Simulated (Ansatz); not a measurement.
# MgTe (F-43m): how far a G0W0 gap depends on its settings

Aim: test how the G0W0 gap of MgTe, database structure moves with the number of bands, the screening cutoff and the other choices.

The runs shown are made with Ansatz 0.2.0. G0W0, plane waves. No spin polarisation and no zero-point or thermal motion.

**1. The structure to begin with**

The cell was relaxed beforehand with r2SCAN.

Space group F-43m (No. 216), cubic; a = 6.466 Å in the conventional setting, 33.80 Å³ an atom. Mg has 4 Te at 2.80 Å; Te has 4 Mg at 2.80 Å.

As a file:

```
Mg Te
1.0
     0.00000    3.23312    3.23312
     3.23312    0.00000    3.23312
     3.23312    3.23312    0.00000
Mg Te
1 1
Cartesian
  0.0000 0.0000 0.0000
  4.8497 4.8497 4.8497
```

**2. 109 empty bands, 80 eV**

Contents of input.yaml:

```yaml
crystal:
  lattice:
    - [0.0, 3.2331198836, 3.2331198836]
    - [3.2331198836, 0.0, 3.2331198836]
    - [3.2331198836, 3.2331198836, 0.0]
  atoms:
    - { symbol: Mg, position: [0.0, 0.0, 0.0] }
    - { symbol: Te, position: [0.75, 0.75, 0.75] }
kpoints:
  mp_grid: { grid: [4, 4, 4] }
hamiltonian:
  xc: pbe
scf:
  occupations: { method: fixed }
gw:
  n_empty_bands: 109
  ecut_chi: 80
  qp_bands: [v2, c2]
  qp_kpoints: band_edges
  screening: { model: contour_deformation }
```

The run is started by

```
ansatz run input.yaml --threads 4 --pin off --max-ram 5529MiB --backend cpu --events-out ev --progress --plain --runs-dir out
```

**3. 254 empty bands, 140 eV**

input.yaml, as its differences from that of step 2:

```diff
@@ -15,4 +15,4 @@
 gw:
-  n_empty_bands: 109
-  ecut_chi: 80
+  n_empty_bands: 254
+  ecut_chi: 140
   qp_bands: [v2, c2]
```

**4. 467 empty bands, 210 eV**

input.yaml, as its differences from that of step 3:

```diff
@@ -15,4 +15,4 @@
 gw:
-  n_empty_bands: 254
-  ecut_chi: 140
+  n_empty_bands: 467
+  ecut_chi: 210
   qp_bands: [v2, c2]
```

**5. Starting from HSE06**

input.yaml, as its differences from that of step 4:

```diff
@@ -11,3 +11,3 @@
 hamiltonian:
-  xc: pbe
+  xc: hse06
 scf:
@@ -15,4 +15,4 @@
 gw:
-  n_empty_bands: 467
-  ecut_chi: 210
+  n_empty_bands: 254
+  ecut_chi: 140
   qp_bands: [v2, c2]
```

**6. Starting from LDA**

input.yaml, as its differences from that of step 5:

```diff
@@ -11,3 +11,3 @@
 hamiltonian:
-  xc: hse06
+  xc: lda
 scf:
```

**7. Starting from r2SCAN**

input.yaml, as its differences from that of step 6:

```diff
@@ -11,3 +11,3 @@
 hamiltonian:
-  xc: lda
+  xc: r2scan
 scf:
```

**8. A plasmon pole in place of the full frequency dependence**

input.yaml, as its differences from that of step 7:

```diff
@@ -11,3 +11,3 @@
 hamiltonian:
-  xc: r2scan
+  xc: pbe
 scf:
@@ -19,2 +19,2 @@
   qp_kpoints: band_edges
-  screening: { model: contour_deformation }
+  screening: { model: godby_needs }
```

**9. A finer mesh, 6×6×6**

input.yaml, as its differences from that of step 8:

```diff
@@ -9,3 +9,3 @@
 kpoints:
-  mp_grid: { grid: [4, 4, 4] }
+  mp_grid: { grid: [6, 6, 6] }
 hamiltonian:
@@ -15,6 +15,6 @@
 gw:
-  n_empty_bands: 254
-  ecut_chi: 140
+  n_empty_bands: 109
+  ecut_chi: 80
   qp_bands: [v2, c2]
   qp_kpoints: band_edges
-  screening: { model: godby_needs }
+  screening: { model: contour_deformation }
```

**10. Norm-conserving pseudopotentials**

input.yaml, as its differences from that of step 9:

```diff
@@ -9,5 +9,6 @@
 kpoints:
-  mp_grid: { grid: [6, 6, 6] }
+  mp_grid: { grid: [4, 4, 4] }
 hamiltonian:
   xc: pbe
+  pseudopotentials: { kind: nc }
 scf:
@@ -15,4 +16,4 @@
 gw:
-  n_empty_bands: 109
-  ecut_chi: 80
+  n_empty_bands: 254
+  ecut_chi: 140
   qp_bands: [v2, c2]
```

What does the calculation give? Wanted: for each run, start; potentials; frequencies; empty bands; cutoff; Kohn-Sham gap; G0W0 gap.

**Answer**, as computed:

```
 start  potentials  frequencies  empty bands  cutoff (eV)   mesh  Kohn-Sham gap (eV)  G0W0 gap (eV)
   PBE         PAW         full          109           80  4×4×4                2.41           3.55
   PBE         PAW         full          254          140  4×4×4                2.41           3.61
   PBE         PAW         full          467          210  4×4×4                2.41           3.63
 HSE06         PAW         full          254          140  4×4×4                3.28           4.05
   LDA         PAW         full          254          140  4×4×4                2.17           3.46
r2SCAN         PAW         full          254          140  4×4×4                3.10           3.96
   PBE         PAW         pole          254          140  4×4×4                2.41           3.66
   PBE         PAW         full          109           80  6×6×6                2.42           3.56
   PBE          NC         full          254          140  4×4×4                2.40           3.57
```

Gaps are those on each run's own mesh.

What this shows: With bands and cutoff raised together, from 109 bands at 80 eV to 467 at 210 eV, the gap moves by +0.09 eV, and on the last rung by +0.02 eV; extrapolated in 1/N from the last two rungs, the limit on this k mesh would lie near 3.7 eV. The starting point matters: against PBE, HSE06 gives +0.44 eV, LDA gives -0.15 eV, r2SCAN gives +0.35 eV. The plasmon pole changes the gap by +0.047 eV. Norm-conserving potentials change it by -0.040 eV. On the finer mesh the quasiparticle shift is +1.15 eV, against +1.14 eV on the coarse one. Spin-orbit coupling is left out.
